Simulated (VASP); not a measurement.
Set up this calculation in VASP 6.6.1, as the native input.

```yaml
Task: single point
Functional: PBE
Potentials_or_basis: VASP PAW PBE potentials, release 64 (Cs_sv, Pb_d, Cl)
Cutoff: 520 eV
k_mesh: 3 × 3 × 3
Occupations: gaussian, width 0.01 eV
Spin: no spin polarisation
Dipole_correction: no
Further_INCAR_settings: ALGO = Normal; EDIFF = 1e-06; NBANDS = 30
```

The structure of CsPbCl3 lies in POSCAR:

```
CsPbCl3
1.0
    5.4905801394      0.0000000000      0.0000000000
    0.0000000000      5.4905801394      0.0000000000
    0.0000000000      0.0000000000      5.4905801394
Cs Pb Cl
1 1 3
Direct
    0.0000000000      0.0000000000      0.0000000000
    0.5000000000      0.5000000000      0.5000000000
    0.5000000000      0.5000000000      0.0000000000
    0.0000000000      0.5000000000      0.5000000000
    0.5000000000      0.0000000000      0.5000000000
```

One way to write it, as run:

INCAR

```
SYSTEM = CsPbCl3
PREC = Accurate ; ENCUT = 520
EDIFF = 1E-6 ; ISMEAR = 0
SIGMA = 0.01 ; LREAL = .False.
LASPH = .True. ; NELM = 80
ALGO = Normal ; ISIF = 2
LWAVE = .False. ; LCHARG = .False.
GGA = PE ; NBANDS = 30
```

KPOINTS

```
regular mesh
0
Gamma
  3 3 3
  0 0 0
```

Potentials or basis: VASP PAW PBE potentials, release 64 (Cs_sv, Pb_d, Cl).

The run is started by

```console
$ cat potpaw_PBE.64/Cs_sv/POTCAR potpaw_PBE.64/Pb_d/POTCAR potpaw_PBE.64/Cl/POTCAR > POTCAR
$ mpirun -np 1 vasp_std > vasp.out
```

Results of the run:

| Item | Value |
| --- | --- |
| Pressure | 3.5 GPa |
| Band gap on the k mesh | 4.25 eV, direct |

Caveat: spin-orbit coupling is left out, which as a rule narrows the gap of such compounds by several tenths of an eV; an odd mesh through Γ misses points on the zone boundary, where band edges often lie.

It took 20 s on 1 thread of Intel(R) Xeon(R) Platinum 8259CL CPU @ 2.50GHz (Skylake/Cascade Lake), on a shared host, peak memory 0.25 GiB.
